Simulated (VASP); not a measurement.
BAs:

```
As B
1.0
     0.00000    2.38850    2.38850
     2.38850    0.00000    2.38850
     2.38850    2.38850    0.00000
As B
1 1
Cartesian
  3.5827 3.5827 3.5827
  0.0000 0.0000 0.0000
```

| Property | Result |
| --- | --- |
| Program | VASP 6.6.1 |
| Task | relaxation of cell and atoms |
| Functional | optPBE-vdW |
| Potentials or basis | VASP PAW PBE potentials, release 64 (As, B) |
| Cutoff | 600 eV |
| k mesh | 10 × 10 × 10 |
| Occupations | fermi-dirac, width 0.05 eV |
| Spin | no spin polarisation |

At the start: pressure 5.4 GPa; volume 13.63 Å³/atom.

Problem. Where does the relaxation end?

Solution. Over 3 steps the energy falls by 9.0 meV/atom and the volume is 14.18 Å³/atom (+4.0 %); space group F-43m (No. 216, to 0.05 Å).

The path:
| step | energy change (eV) | largest force (eV/Å) | pressure (GPa) | volume (Å³) |
| --- | --- | --- | --- | --- |
| 1 | 0.0000 | 0.0000 | 5.44 | 27.25 |
| 2 | -0.0101 | 0.0000 | -3.21 | 29.12 |
| 3 | -0.0180 | 0.0000 | 0.00 | 28.35 |

Final structure:
```yaml
crystal:
  lattice:
    - [0.00000, 2.42016, 2.42016]
    - [2.42016, 0.00000, 2.42016]
    - [2.42016, 2.42016, 0.00000]
  atoms:
    - { symbol: As, position: [0.75000, 0.75000, 0.75000] }
    - { symbol: B, position: [0.00000, 0.00000, 0.00000] }
```

Caveat: the PAW data sets were made with another functional, which shifts forces and pressure a little.
